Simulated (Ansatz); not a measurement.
AlSb (zinc blende), conventional cell a = 6.157 Å, b = 6.157 Å, c = 6.157 Å, α = 90.00°, β = 90.00°, γ = 90.00°. The calculation uses the primitive cell of 2 atoms, to which meshes and values per cell refer.

The volume is varied about the relaxed value V₀ at fixed cell shape. Symmetry pins the atoms to their sites.

Computed with PBEsol (plane waves to 420 eV, PAW, scalar-relativistic; Ansatz, a first-principles code). k mesh 13×13×13 (Γ-centred), Fermi-Dirac smearing 0.05 eV. Energies are smeared free energies. Compression counts positive. AlSb was relaxed with its symmetry unable to fall. Spin-orbit coupling is left out, though Sb is heavy. The zero of ΔE is the relaxed starting cell.

Q: What ΔE (kJ/mol of atoms) and P (GPa) does the calculation give at V/V₀ = 0.900, 0.960, 0.980, 1.020, 1.040, 1.060, 1.080, 1.100?

A: 
| V/V₀ | ΔE (kJ/mol of atoms) | P (GPa) |
|---|---|---|
| 0.900 | 5.72 | 7.14 |
| 0.960 | 0.82 | 2.41 |
| 0.980 | 0.20 | 1.14 |
| 1.020 | 0.18 | -1.01 |
| 1.040 | 0.70 | -1.93 |
| 1.060 | 1.52 | -2.75 |
| 1.080 | 2.62 | -3.48 |
| 1.100 | 3.96 | -4.13 |

(Under strain, the slope of the energy per volume gives the stress and its curvature an elastic modulus.)
